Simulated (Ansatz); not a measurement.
# ZrO2: the cost of one run

Method: DFT PBEsol, scalar-relativistic, plane waves, PAW, in Ansatz 0.2.0.

The COD entry's cell or inner coordinates are ideal or old and differ from later refinements, so a difference from it is no clean test against experiment.

2 further runs of the same task are left out: 2 set aside as unsound or not needed.

## 1. The starting structure

The structure is cubic, space group Fm-3m (No. 225). Conventional cell: a = 5.064 Å, b = 5.064 Å, c = 5.064 Å, α = 90.00°, β = 90.00°, γ = 90.00°. Zr (site symmetry m-3m) has 8 O at 2.19 Å as nearest neighbours. O (site symmetry -43m) is surrounded by 4 Zr at 2.19 Å.

As a file:

```
Zr O
1.0
     0.00000    2.53202    2.53202
     2.53202    0.00000    2.53202
     2.53202    2.53202    0.00000
Zr O
1 2
Direct
  0.00000 0.00000 0.00000
  0.25000 0.25000 0.25000
  0.75000 0.75000 0.75000
```

This cell was relaxed beforehand with the same method: volume 10.82 Å³/atom, gap on the mesh 3.33 eV.

## 2. The cell under 30 GPa

What is minimised here is the enthalpy; the energy can go up as the cell is squeezed.

Input file input.yaml:

```yaml
crystal:
  lattice:
    - [0.0, 2.5320190116, 2.5320190116]
    - [2.5320190116, 0.0, 2.5320190116]
    - [2.5320190116, 2.5320190116, 0.0]
  atoms:
    - { symbol: Zr, position: [0.0, 0.0, 0.0] }
    - { symbol: O, position: [0.25, 0.25, 0.25] }
    - { symbol: O, position: [0.75, 0.75, 0.75] }
basis:
  ecutwfc: 420
kpoints:
  mp_grid: { grid: [8, 8, 8] }
hamiltonian:
  xc: pbesol
scf:
  occupations: { method: fixed }
output:
  forces: true
  stress: true
  eigenvalues: true
relax:
  adjacent_minimum: "off"
  f_tol: 0.001
  max_steps: 60
  cell: { stress_tol: 0.02, p_target: 30.0 }
```

Launch:

```
> ansatz run input.yaml --threads 1 --pin off --max-ram 1228MiB --backend cpu --events-out ev --progress --plain --runs-dir out
```

What time and memory should one allow on 1 thread of Arm Neoverse N1, shared host?

About 15 s, with a peak of 0.29 GiB.
